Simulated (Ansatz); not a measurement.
WSe$_{2}$: ideal shear of a crystal plane

All numbers below come from DFT PBE, scalar-relativistic, plane waves, PAW in Ansatz 0.2.0. Settings: plane waves to 420 eV, k-mesh 9×9×2 (Γ-centred), Gaussian smearing 0.05 eV. Spin–orbit coupling is left out, which matters for the heavy elements here. No spin polarisation. Energies are free energies at this smearing, counted from the undisturbed cell; pressure is positive in compression.

Zero of the scan (relaxed at this level):

```
CELL_PARAMETERS angstrom
-3.32069 0.00000 0.00000
-1.66035 -2.87581 0.00000
0.00000 0.00000 15.25733
ATOMIC_POSITIONS crystal
W 0.33333 0.33333 0.05500
W 0.66667 0.66667 0.55500
Se 0.33333 0.33333 0.44502
Se 0.66667 0.66667 0.94502
Se 0.33333 0.33333 0.66498
Se 0.66667 0.66667 0.16498
```

The cell holds layers and no dispersion correction was added, so their binding is poorly described.

The cut lies on the cell's a–b face, a (0 0 1) plane (indices in the standard cell, whose axes needn't be the Cartesian ones shown) of area 9.55 Å², between layers 1.68 Å apart. Vector c is tilted by f times 1·a + 1·b (length 5.752 Å) with the atoms' Cartesian places fixed: one unrelaxed fault a cell. The traction is dγ/du, the slope of γ against the slip u in Å.

```
     f  γ (mJ/m²) traction (GPa)
0.0000          0             0.0
0.0833       1941            85.7
0.1667       8012           155.0
0.2500      16254           170.9
0.3333      21089             0.1
0.4167      16281          -169.7
0.5000       8207          -146.1
0.5833       2810           -70.0
0.6667       1316             0.0
0.7500       2168            29.9
0.8333       3083           -11.6
0.9167       1274           -44.6
```

Task: Read off the first barrier and the stress needed to climb it, and compare with Frenkel's sinusoid.

Result: The first sampled maximum lies at f = 0.333, a slip of 1.92 Å, with γ ≈ 21089 mJ/m², which stands in for the unstable fault energy γ_us, and the steepest sampled slope before it is 170.9 GPa. A sinusoid γ = γ_us sin²(πu/λ) with its maximum there has λ = 3.83 Å and a largest slope πγ_us/λ = 172.8 GPa (1 mJ/m² per Å = 0.01 GPa). The stand-in is too high: a rotation axis of order three or more passes through this point, so the curvature is the same in every direction of the plane and the point is a peak of the γ-surface, which slip goes round.

Task: Is there a metastable fault on this line?

Result: The samples dip to a local minimum of 1316 mJ/m² at f = 0.667. If it survives relaxation and slip across the line, it is a planar fault that lets a dislocation split into partials, more widely the lower its energy (an antiphase boundary, where the slip puts unlike atoms in each other's places). Between this point and the perfect stacking at f = 1 the samples rise only to 3083 mJ/m², so slip in the opposite sense meets a far lower barrier than the first maximum.

The cut is rigid; relaxing the faces lowers these energies and usually the stresses.

The gap closes along the scan, which can put kinks into the curve.

Cost: 12 runs of about 7.3 core-minutes in all, on Intel Xeon Processor @ 2.70GHz (shared hosts).